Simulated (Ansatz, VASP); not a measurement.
## Two plane-wave programs on CaO

```
Ca O
1.0
     0.00000    2.41562    2.41562
     2.41562    0.00000    2.41562
     2.41562    2.41562    0.00000
Ca O
1 1
Direct
  0.00000 0.00000 0.00000
  0.50000 0.50000 0.50000
```

The cell was built by a generator and needn't be a form met in nature.

Alike in both runs: task single point; functional PBE; k mesh 8 × 8 × 8; occupations gaussian, width 0.02 eV; no spin polarisation.

|  | VASP | Ansatz |
| --- | --- | --- |
| version | VASP 6.6.1 | Ansatz 0.2.0 |
| potentials or method | VASP PAW PBE potentials, release 64 (Ca_sv, O) | scalar-relativistic, plane waves, PAW |
| plane-wave cutoff (eV) | 520 | 420 |
| valence electrons in the cell | 16 | 16 |

VASP gave:

```
gap on the k mesh at the Fermi level (eV) : 3.64
least direct gap on the mesh (eV)         : 4.02
pressure (GPa)                            : 0.5
```

Problem. Which values does Ansatz return?

Solution. gap on the k mesh at the Fermi level (eV): 3.66; least direct gap on the mesh (eV): 4.03; pressure (GPa): 0.0.

With one functional, cell and mesh, what is left measures potentials, basis and numerics.

A k mesh can miss the band edges. Expect the measured gap to be larger: semilocal functionals such as PBE lack the derivative discontinuity.
